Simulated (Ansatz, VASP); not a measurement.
## Two plane-wave programs on NaI

Contents of INCAR:

```
ALGO     = Normal         # electronic algorithm
EDIFF    = 1E-6           # SCF threshold, eV
ENCUT    = 520            # plane-wave cutoff, eV
ISIF     = 2              # what is computed and relaxed
ISMEAR   = 0              # smearing method
LASPH    = T              # aspherical terms in the spheres
LCHARG   = T              # write CHGCAR
LELF     = T              # ELF
LREAL    = F              # projectors in reciprocal space
LVHAR    = T            
LWAVE    = F              # write WAVECAR
NBANDS   = 14             # bands
NELM     = 60             # most SCF steps
PREC     = Accurate       # precision mode
SIGMA    = 0.01           # smearing width, eV
```

Contents of KPOINTS:

```
k-points
0
Gamma
  4 4 4
```

The input POSCAR:

```
NaI
1.0
    0.0000000000      3.2364000000      3.2364000000
    3.2364000000      0.0000000000      3.2364000000
    3.2364000000      3.2364000000      0.0000000000
Na I
1 1
Direct
    0.0000000000      0.0000000000      0.0000000000
    0.5000000000      0.5000000000      0.5000000000
```

Input for Ansatz:

```yaml
crystal:
  lattice:
    - [0.0, 3.2364, 3.2364]
    - [3.2364, 0.0, 3.2364]
    - [3.2364, 3.2364, 0.0]
  atoms:
    - { symbol: Na, position: [0.0, 0.0, 0.0] }
    - { symbol: I, position: [0.5, 0.5, 0.5] }
basis:
  ecutwfc: 450.0
kpoints:
  mp_grid:
    grid: [4, 4, 4]
hamiltonian:
  xc: lda
  pseudopotentials:
    kind: paw
scf:
  occupations:
    method: fixed
output:
  stress: true
```

Alike in both runs: task single point; functional LDA; k mesh 4 × 4 × 4; no spin polarisation.

```csv
,VASP,Ansatz
version,VASP 6.6.1,Ansatz 0.2.0
potentials or method,"VASP PAW LDA potentials, release 64 (Na_pv, I)","plane waves, PAW"
plane-wave cutoff (eV),520,450
occupations,"gaussian, width 0.01 eV",fixed
valence electrons in the cell,14,26
```

```csv
,VASP,Ansatz,Ansatz less VASP
pressure (GPa),-1.6,-1.6,-0.02
```

The two sets of potentials don't hold the same shells in valence.

Caveats: the k mesh is coarse (spacing up to 0.42 Å⁻¹), so the values aren't converged.
